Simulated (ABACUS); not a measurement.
The system is LiF (Griceite).

```
CELL_PARAMETERS angstrom
0.00000 2.01400 2.01400
2.01400 0.00000 2.01400
2.01400 2.01400 0.00000
ATOMIC_POSITIONS crystal
F 0.50000 0.50000 0.50000
Li 0.00000 0.00000 0.00000
```

```yaml
Program: ABACUS 3.10.1
Task: relaxation of cell and atoms
Functional: B86bPBE
Potentials_or_basis: SPMS ONCV 1.0 PBE
Cutoff: 1143 eV
Density_cutoff: 4572 eV
Basis: plane waves
k_mesh: 9 × 9 × 9
Occupations: fermi-dirac, width 0.05 eV
Spin: no spin polarisation
```

At the start: pressure 2.4 GPa; volume 8.17 Å³/atom.

**Question.** Where does the relaxation end?

**Answer.** Over 3 steps the energy falls by 2.1 meV/atom and the volume is 8.45 Å³/atom (+3.4 %); space group Fm-3m (No. 225, to 0.05 Å).

Step by step:
| step | energy change (eV) | largest force (eV/Å) | pressure (GPa) | volume (Å³) |
| --- | --- | --- | --- | --- |
| 1 | 0.0000 | 0.0000 | 2.42 | 16.34 |
| 2 | -0.0033 | 0.0000 | 1.07 | 16.64 |
| 3 | -0.0042 | 0.0000 | 0.03 | 16.90 |

Final structure:
```xyz
2
Lattice="0.0000 2.0366 2.0366 2.0366 0.0000 2.0366 2.0366 2.0366 0.0000" Properties=species:S:1:pos:R:3 pbc="T T T"
F     2.0366    2.0366    2.0366
Li    0.0000    0.0000    0.0000
```

Caveat: the potentials were made for another functional, which shifts forces and pressure.
